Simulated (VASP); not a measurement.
## VASP 6.6.1 run: SnSe

INCAR

```
LASPH = .TRUE.
IBRION = -1
LCHARG = .FALSE.
EDIFF = 1E-7
NBANDS = 17
PREC = Accurate
NSW = 0
ENCUT = 500
LREAL = .FALSE.
GGA = PE
SIGMA = 0.02
LWAVE = .FALSE.
ISIF = 2
NELM = 78
ISMEAR = -1
```

KPOINTS

```
KPOINTS created by Atomic Simulation Environment
0
Gamma
8 8 8
0 0 0
```

POSCAR

```
Sn Se
 1.0000000000000000
     0.0000000000000000    2.9508617510000001    2.9508617510000001
     2.9508617510000001    0.0000000000000000    2.9508617510000001
     2.9508617510000001    2.9508617510000001    0.0000000000000000
 Sn  Se
   1   1
Cartesian
  0.0000000000000000  0.0000000000000000  0.0000000000000000
  2.9508617510000001  2.9508617510000001  2.9508617510000001
```

The recommended PBE PAW datasets give the neutral cell 20 valence electrons.

Command

```
mpirun -np 1 vasp_std
```

Task: How does this run end, and what does it give?

Result: It converged. Results: gap between bands v and c on the k mesh 0.75 eV; least direct gap on the k mesh 0.86 eV; pressure 4.5 GPa. Band v is the last that the valence electrons fill when counted band by band, and c is the next.

OSZICAR

```
N       E                     dE             d eps       ncg     rms          rms(c)
DAV:   1     0.127030327309E+03    0.12703E+03   -0.95911E+03   988   0.142E+03
DAV:   2     0.329666639280E+01   -0.12373E+03   -0.12054E+03  1051   0.335E+02
DAV:   3    -0.802998053330E+01   -0.11327E+02   -0.11254E+02  1214   0.896E+01
DAV:   4    -0.831124281659E+01   -0.28126E+00   -0.28101E+00  1233   0.149E+01
DAV:   5    -0.831904132915E+01   -0.77985E-02   -0.77981E-02  1338   0.242E+00    0.340E+00
DAV:   6    -0.816711348823E+01    0.15193E+00   -0.35436E-01  1435   0.358E+00    0.207E+00
DAV:   7    -0.816498254896E+01    0.21309E-02   -0.73838E-02  1185   0.125E+00    0.949E-01
DAV:   8    -0.816673751320E+01   -0.17550E-02   -0.74673E-03  1213   0.781E-01    0.999E-02
DAV:   9    -0.816663833240E+01    0.99181E-04   -0.10940E-03  1451   0.299E-01    0.451E-02
DAV:  10    -0.816668145703E+01   -0.43125E-04   -0.13699E-04  1170   0.677E-02    0.113E-02
DAV:  11    -0.816668606814E+01   -0.46111E-05   -0.19699E-05  1304   0.388E-02    0.361E-03
DAV:  12    -0.816668629462E+01   -0.22648E-06   -0.11660E-06  1263   0.108E-02    0.250E-03
DAV:  13    -0.816668615214E+01    0.14248E-06   -0.12786E-07   924   0.355E-03    0.727E-04
DAV:  14    -0.816668608856E+01    0.63583E-07   -0.62121E-08   694   0.163E-03
   1 F= -.81666861E+01 E0= -.81666861E+01  d E =-.240240E-09
```

For comparison, a separate PBE run of the intended cell, on usual settings and not on those above, gives a gap of 0.75 eV on its mesh and a pressure of 4.5 GPa.
